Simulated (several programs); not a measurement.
SiC in the zincblende structure, relaxed with r2SCAN in Ansatz, was computed with several methods. It is cubic, F-43m (No. 216); a = 4.356 Å in the conventional setting, 10.33 Å³ an atom. Around Si lie 4 C at 1.89 Å; around C lie 4 Si at 1.89 Å. The values are computed, spin-unpolarised.

```cif
data_structure
_symmetry_space_group_name_H-M 'F-43m'
_symmetry_Int_Tables_number 216
_cell_length_a 4.3561
_cell_length_b 4.3561
_cell_length_c 4.3561
_cell_angle_alpha 90.000
_cell_angle_beta 90.000
_cell_angle_gamma 90.000
_cell_volume 82.66
loop_
_atom_site_label
_atom_site_type_symbol
_atom_site_symmetry_multiplicity
_atom_site_Wyckoff_symbol
_atom_site_fract_x
_atom_site_fract_y
_atom_site_fract_z
_atom_site_occupancy
Si1 Si 4 a 0.00000 0.00000 0.00000 1
C1 C 4 d 0.25000 0.25000 0.75000 1
```

Gaps and times are for a single point on this cell; volume and bulk modulus come from each method's own relaxation or energy curve at fixed shape. Times are rough, from shared hosts (Arm Neoverse N1; Arm Neoverse V1; Intel Xeon 6975P-C), and each method has its own mesh and cell size. A star marks a curve whose lowest point is an end point. PM6 (MOPAC), PM7 (MOPAC), GFN1-xTB (tblite), GFN2-xTB (tblite) treat a cluster of cells at its zone centre, which samples few k points: where these miss a band edge, the gap comes out too large for that reason alone. Gaps from k meshes are read at a limited set of points (mesh, symmetry points, PBE's band edges), so each method's own least gap may be somewhat smaller. Force fields have no electrons; where one was fitted to this phase, its volume and modulus reflect the fit. xTB and the PM methods were fitted mostly to molecules, and can miss a solid's gap by electronvolts. Minimal bases can be far off for gaps. Times of the plane-wave ladder aren't listed, since it ran on unlike processors and cards. GLLB-SC's gap includes the derivative discontinuity. G0W0 is at finite bands, cutoff and mesh. d marks a direct gap, i an indirect one (no mark: not told apart), a dash a value that wasn't computed or didn't pass its checks.

```csv
method,kind,gap (eV),own volume (Å³/atom),bulk modulus (GPa),atoms computed,processor time
PBEsol,semilocal,–,10.34,–,2,–
SiC_Erhart-Albe.tersoff (LAMMPS),force field,–,10.36,224,2,0.11 s
SiC.vashishta (LAMMPS),force field,–,10.35,225,2,0.11 s
SiCGe.tersoff (LAMMPS),force field,–,10.09,–,2,0.11 s
light PBE (260 eV and a coarse mesh),light plane-wave,1.25 i,–,–,2,0.47 s
non-self-consistent DFTB (CP2K),tight binding,7.57 d,–,–,2,0.81 s
PBE,semilocal,1.36 i,10.50,212,2,–
LDA,semilocal,1.32 i,10.14,–,2,–
GFN1-xTB (tblite),tight binding,1.85,11.28*,204*,cluster,3.1 s
r2SCAN,semilocal,1.71 i,10.33,227,2,–
GLLB-SC (GPAW),model potential,2.50,–,–,2,4.1 s
PBE/single zeta (GPAW),small basis,3.17 i,–,–,2,4.2 s
GFN2-xTB (tblite),tight binding,2.38,10.52,238,cluster,7.3 s
PBE/SZV (CP2K),small basis,5.82 i,11.26*,198*,2,9 s
PM7 (MOPAC),semi-empirical,7.79,11.14,342,cluster,9.7 s
G0W0@LDA (140 eV screening cutoff),many-body,2.17,–,–,2,–
G0W0@PBE (260 eV screening cutoff),many-body,2.30,–,–,2,–
G0W0@r2SCAN (180 eV screening cutoff),many-body,2.39,–,–,2,–
PM6 (MOPAC),semi-empirical,11.22,–,–,cluster,16 s
PBE/DZVP (CP2K),small basis,1.41 i,10.46,213,2,18 s
G0W0@HSE06 (180 eV screening cutoff),many-body,2.61,–,–,2,–
G0W0@PBE0 (180 eV screening cutoff),many-body,2.76,–,–,2,–
PBE0,hybrid,2.95 i,–,–,2,–
HSE06,hybrid,2.23 i,10.28,–,2,–
DDH-PBE0,hybrid,2.26 i,–,–,2,–
Hartree-Fock,exact exchange,8.66 i,–,–,2,–
r2SCANh,hybrid,2.29 i,–,–,2,–
```

Task: How far from the measured values lie the methods that can be set against them?

Result:
- Band gap, measured 2.4 eV: light PBE (260 eV and a coarse mesh) -1.15 eV, non-self-consistent DFTB (CP2K) +5.17 eV, PBE -1.04 eV, LDA -1.08 eV, GFN1-xTB (tblite) -0.55 eV, r2SCAN -0.69 eV, GLLB-SC (GPAW) +0.10 eV, PBE/single zeta (GPAW) +0.77 eV, GFN2-xTB (tblite) -0.02 eV, PBE/SZV (CP2K) +3.42 eV, PM7 (MOPAC) +5.39 eV, G0W0@LDA (140 eV screening cutoff) -0.23 eV, G0W0@PBE (260 eV screening cutoff) -0.10 eV, G0W0@r2SCAN (180 eV screening cutoff) -0.01 eV, PM6 (MOPAC) +8.82 eV, PBE/DZVP (CP2K) -0.99 eV, G0W0@HSE06 (180 eV screening cutoff) +0.21 eV, G0W0@PBE0 (180 eV screening cutoff) +0.36 eV, PBE0 +0.55 eV, HSE06 -0.17 eV, DDH-PBE0 -0.14 eV, Hartree-Fock +6.26 eV, r2SCANh -0.11 eV.
- Bulk modulus, measured 225 GPa: SiC_Erhart-Albe.tersoff (LAMMPS) -0.4 %, SiC.vashishta (LAMMPS) +0.1 %, PBE -5.6 %, r2SCAN +1.0 %, GFN2-xTB (tblite) +5.7 %, PM7 (MOPAC) +52.0 %, PBE/DZVP (CP2K) -5.4 %.
- Volume, measured 10.35 Å³ an atom: PBEsol -0.1 %, SiC_Erhart-Albe.tersoff (LAMMPS) 0.0 %, SiC.vashishta (LAMMPS) 0.0 %, SiCGe.tersoff (LAMMPS) -2.6 %, PBE +1.4 %, LDA -2.0 %, r2SCAN -0.2 %, GFN2-xTB (tblite) +1.6 %, PM7 (MOPAC) +7.6 %, PBE/DZVP (CP2K) +1.0 %, HSE06 -0.7 %.
The calculations are for a static lattice; samples hold vibrations, temperature and, in optical gaps, excitons. A measured value is shown where most reports agree with it, and only for the quantities listed. Sources: 2.4 eV (indirect gap; “Insight into the structural, elastic and electronic properties of a new orthorhombic 6O-SiC polytype”; literature value; measurement temperature and method not stated; 2020; pmc:7200658); 225 GPa (bulk modulus B; “Thermal Expansion of 3C-SiC Obtained from In-Situ X-ray Diffraction at High Temperature and First-Principal Calculations”; quoted from earlier work; slightly different from the 221 GPa implied by the listed elastic constants; 2022; pmc:9505936); 10.35 Å³ an atom (from the lattice constants; cubic lattice parameter from JCPDS reference card 00-029-1129; “On-Demand CMOS-Compatible Fabrication of Ultrathin Self-Aligned SiC Nanowire Arrays”; Database reference card value used for indexing, not measured on the paper's samples; 2018; pmc:6267454).
